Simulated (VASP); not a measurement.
# Hf (P6_3/mmc) in VASP: a series of runs, part 2 of 2

VASP 6.6.1. Earlier steps stand in the parts before.

## 3. Relaxation of cell and atoms, LDA

This run uses another cell than the first one, of 20.82 Å³/atom, 0.930 times its volume.

File INCAR:

```
PREC     = Accurate       # precision mode
ENCUT    = 350            # plane-wave cutoff, eV
EDIFF    = 1E-7           # SCF threshold, eV
ISMEAR   = 0              # smearing method
SIGMA    = 0.1            # smearing width, eV
LREAL    = F              # projectors in reciprocal space
LASPH    = T              # aspherical terms in the spheres
NELM     = 80             # most SCF steps
ALGO     = Fast           # electronic algorithm
ISIF     = 3              # what is computed and relaxed
LWAVE    = F              # write WAVECAR
LCHARG   = F              # write CHGCAR
IBRION   = 2              # ionic algorithm
NSW      = 80             # ionic steps
EDIFFG   = -0.002         # ionic threshold
```

File KPOINTS:

```
regular mesh
0
Gamma
  9 9 4
```

File POSCAR:

```
Hf                                      
1.0
    3.1223321286      0.0000000000     -0.0000000000
   -1.5611660643      2.7040189440      0.0000000000
    0.0000000000     -0.0000000000      4.9322454992
  Hf            
     2
Direct
     0.3333333300000021    0.6666666699999979    0.2500000000000000
     0.6666666699999979    0.3333333300000021    0.7500000000000000
```

Potentials or basis: VASP PAW LDA potentials, release 64 (Hf_pv).

Launch:

```console
$ cat potpaw_LDA.64/Hf_pv/POTCAR > POTCAR
$ mpirun -np 1 vasp_std > vasp.out
```

OUTCAR:

```text
PREC = Accurate
   ENCUT = 350
   EDIFF = 1E-7
   ISMEAR = 0
   LREAL = F
   LASPH = T
   NELM = 80
   ISIF = 3
   IBRION = 2
   NSW = 80
   EDIFFG = -0.002

 ion  position               nearest neighbor table
   1  0.333  0.667  0.250-   2 3.05   2 3.05   2 3.05   2 3.05   2 3.05   2 3.05
   2  0.667  0.333  0.750-   1 3.05   1 3.05   1 3.05   1 3.05   1 3.05   1 3.05

  LATTYP: Found a hexagonal cell.
 ALAT       =     3.1223321286
 C/A-ratio  =     1.5796671514

  Lattice vectors:

 A1 = (   3.1223321286,   0.0000000000,   0.0000000000)
 A2 = (  -1.5611660643,   2.7040189440,   0.0000000000)
 A3 = (   0.0000000000,   0.0000000000,   4.9322454992)

Analysis of symmetry for initial positions (statically):
=====================================================================
 Subroutine PRICEL returns:
 Original cell was already a primitive cell.

 Routine SETGRP: Setting up the symmetry group for a
 hexagonal supercell.

 Subroutine GETGRP returns: Found 24 space group operations
 (whereof 12 operations were pure point group operations)
 out of a pool of 24 trial point group operations.

The static configuration has the point symmetry D_3d.
 The point group associated with its full space group is D_6h.

Analysis of symmetry for dynamics (positions and initial velocities):
=====================================================================
 Subroutine PRICEL returns:
 Original cell was already a primitive cell.

 Routine SETGRP: Setting up the symmetry group for a
 hexagonal supercell.

 Subroutine GETGRP returns: Found 24 space group operations
 (whereof 12 operations were pure point group operations)
 out of a pool of 24 trial point group operations.

The dynamic configuration has the point symmetry D_3d.
 The point group associated with its full space group is D_6h.

 Subroutine INISYM returns: Found 24 space group operations
 (whereof 12 operations are pure point group operations),
 and found     1 'primitive' translations

----------------------------------------------------------------------------------------

                                     Primitive cell

  volume of cell :      41.6422

  direct lattice vectors                    reciprocal lattice vectors
     3.122332129  0.000000000  0.000000000     0.320273423  0.184909947  0.000000000
    -1.561166064  2.704018944  0.000000000     0.000000000  0.369819894  0.000000000
     0.000000000  0.000000000  4.932245499     0.000000000  0.000000000  0.202747410

  length of vectors
     3.122332129  3.122332130  4.932245499     0.369819894  0.369819894  0.202747410

  position of ions in fractional coordinates (direct lattice)
     0.333333330  0.666666670  0.250000000
     0.666666670  0.333333330  0.750000000

  ion indices of the primitive-cell ions
   primitive index   ion index
                 1           1
                 2           2

----------------------------------------------------------------------------------------

 KPOINTS: regular mesh

Automatic generation of k-mesh.
 Grid dimensions read from file:
[... 59 lines left out ...]
   ISPIN  =      1    spin polarized calculation?
   LNONCOLLINEAR =      F non collinear calculations
   LSORBIT =      F    spin-orbit coupling
   LASPH  =      T    aspherical Exc in radial PAW
   ENCUT  =  350.0 eV  25.72 Ry    5.07 a.u.   4.76  4.76  7.52*2*pi/ulx,y,z
   NELM   =     80;   NELMIN=  2; NELMDL= -5     # of ELM steps
   EDIFF  = 0.1E-06   stopping-criterion for ELM
   LREAL  =      F    real-space projection
   EDIFFG = -.2E-02   stopping-criterion for IOM
   NSW    =     80    number of steps for IOM
   IBRION =      2    ionic relax: 0-MD 1-quasi-New 2-CG
   NFREE  =      1    steps in history (QN), initial steepest desc. (CG)
   ISIF   =      3    stress and relaxation
   ISYM   =      2    0-nonsym 1-usesym 2-fastsym
   POTIM  = 0.5000    time-step for ionic-motion
   TEBEG  =    0.0;   TEEND  =   0.0 temperature during run
   PSTRESS=    0.0 pullay stress
   NELECT =      20.0000    total number of electrons
   NUPDOWN=      -1.0000    fix difference up-down
   EMIN   =  10.00;   EMAX   =-10.00  energy-range for DOS
   EFERMI =   0.00;   METHOD = LEGACY
   ISMEAR =     0;   SIGMA  =   0.10  broadening in eV -4-tet -1-fermi 0-gaus
   EFERMI_NEDOS =   21; number of points for ismear=-14 and -15
   IALGO  =     68    algorithm
   IMIX   =      4    mixing-type and parameters
     AMIX     =   0.40;   BMIX     =  1.00
     AMIX_MAG =   1.60;   BMIX_MAG =  1.00
  volume/ion in A,a.u.               =      20.82       140.51
  Fermi-wavevector in a.u.,A,eV,Ry     =   1.282056  2.422735 22.363455  1.643668
  Thomas-Fermi vector in A             =   2.414390
   LORBIT       =      0    0 simple, 1 ext, 2 COOP (PROOUT), +10 PAW based schemes
   GGA     = CA    functional components
   LHFCALC =     F    Hartree Fock is set to
   AEXX    =    0.0000 exact exchange contribution
   IVDW    =     0    specifies the selected vdW correction
   LEPSILON=     F    determine dielectric tensor
   LRPA    =     F    only Hartree local field effects (RPA)
 conjugate gradient relaxation of ions
 non-spin polarized calculation
 RMM-DIIS sequential band-by-band and
 Gauss-broadening in eV      SIGMA  =   0.10
  energy-cutoff  :      350.00
  volume of cell :       41.64
 maximum number of plane-waves:       640
 NGX is ok and might be reduce to    20
   NGX =  9   NGY =  9   NGZ = 15

--------------------------------------- Ionic step        1  -------------------------------------------

 number of electron      20.0000003 magnetization

 Free energy of the ion-electron system (eV)
  ---------------------------------------------------
  ext. energy  EPLUGINS =         0.00000000
  ---------------------------------------------------
  free energy    TOTEN  =       -21.40882161 eV

  energy without entropy =      -21.40270136  energy(sigma->0) =      -21.40576149

------------------------ aborting loop because EDIFF is reached ----------------------------------------

  FORCE on cell =-STRESS in cart. coord.  units (eV):
  Direction    XX          YY          ZZ          XY          YZ          ZX
  --------------------------------------------------------------------------------------
  -------------------------------------------------------------------------------------
  Total       -0.0067892     -0.0067892     -0.0097232      0.0000000      0.0000000     -0.0000000
  in kB       -0.2612133     -0.2612133     -0.3740977      0.0000000      0.0000000     -0.0000000
  external PRESSURE =      -0.2988414 kB  Pullay stress =       0.0000000 kB
[... 95 lines left out ...]
--------------------------------------- Ionic step        4  -------------------------------------------

 number of electron      20.0000004 magnetization

 Free energy of the ion-electron system (eV)
  ---------------------------------------------------
  ext. energy  EPLUGINS =         0.00000000
  ---------------------------------------------------
  free energy    TOTEN  =       -21.40882231 eV

  energy without entropy =      -21.40269801  energy(sigma->0) =      -21.40576016

 E-fermi :   5.2922     XC(G=0): -11.8032

 val. band max:        5.2811520598   @ k =   0.2222   0.2222   0.5000
 cond. band min:       5.4146624917   @ k =   0.3333   0.2222   0.2500
 fundamental gap:      0.1335104318
 Fermi energy:         5.2922274503

 k-point     1 :       0.0000    0.0000    0.0000
  band No.  band energies     occupation
      1     -25.6037      2.00000
      2     -24.6501      2.00000
      3     -24.6501      2.00000
      4     -24.4853      2.00000
      5     -24.4853      2.00000
      6     -24.4769      2.00000
      7      -2.2424      2.00000
      8       1.3781      2.00000
      9       6.4080      0.00000
     10       6.4262      0.00000
     11       6.4262      0.00000
     12       6.7545      0.00000
     13       7.3243      0.00000
     14       7.3243      0.00000
[... 377 lines left out ...]
      1     -25.2542      2.00000
      2     -25.2542      2.00000
      3     -25.2042      2.00000
      4     -24.9465      2.00000
      5     -24.7538      2.00000
      6     -24.7538      2.00000
      7       3.2065      2.00000
      8       3.4532      2.00000
      9       3.4532      2.00000
     10       3.9221      2.00000
     11       5.4176      0.07625
     12       5.4176      0.07625
     13       7.4384      0.00000
     14       9.6294      0.00000

 [... further k-points ...]

------------------------ aborting loop because EDIFF is reached ----------------------------------------

  FORCE on cell =-STRESS in cart. coord.  units (eV):
  Direction    XX          YY          ZZ          XY          YZ          ZX
  --------------------------------------------------------------------------------------
  -------------------------------------------------------------------------------------
  Total        0.0006300      0.0006300     -0.0005154      0.0000000      0.0000000      0.0000000
  in kB        0.0242433      0.0242433     -0.0198356      0.0000000      0.0000000      0.0000000
  external PRESSURE =       0.0095503 kB  Pullay stress =       0.0000000 kB
[... 17 lines left out ...]
  FREE ENERGIE OF THE ION-ELECTRON SYSTEM (eV)
  ---------------------------------------------------
  free  energy   TOTEN  =       -21.4088223143 eV

  energy  without entropy=      -21.4026980121  energy(sigma->0) =      -21.40576016

 reached required accuracy - stopping structural energy minimisation
```

Wall time 16 s (1 thread of Intel Xeon Platinum 8488C (Sapphire Rapids), shared host); peak memory 0.12 GiB.

What came out:

```
Free energy                            : -21.4088 eV
Relaxed volume                         : 20.82 Å³/atom
Relaxed cell                           : a = 3.122 Å, b = 3.122 Å, c = 4.932 Å, α = 90.00°, β = 90.00°, γ = 120.00°
Space group after relaxing (to 0.05 Å) : P6_3/mmc (No. 194)
Energy gained by relaxing              : 0.0 meV/atom
Ionic steps                            : 4
Pressure after relaxing                : 0.0 GPa
Band gap on the k mesh                 : none (metal or under the smearing width)
```

Final structure:
```xyz
2
Lattice="3.1222 0.0000 0.0000 -1.5611 2.7039 0.0000 0.0000 0.0000 4.9318" Properties=species:S:1:pos:R:3 pbc="T T T"
Hf    0.0000    1.8026    1.2330
Hf    1.5611    0.9013    3.6989
```

Levels at points of the mesh, in eV from the Fermi level:
```tsv
k point	band 6	band 7	band 8	band 9	band 10	band 11	band 12	band 13	band 14
(0.00, 0.00, 0.00)	-29.77	-7.53	-3.91	1.12	1.13	1.13	1.46	2.03	2.03
(0.00, 0.00, 0.50)	-29.86	-5.42	-5.42	0.14	0.14	1.01	1.01	1.01	1.01
```
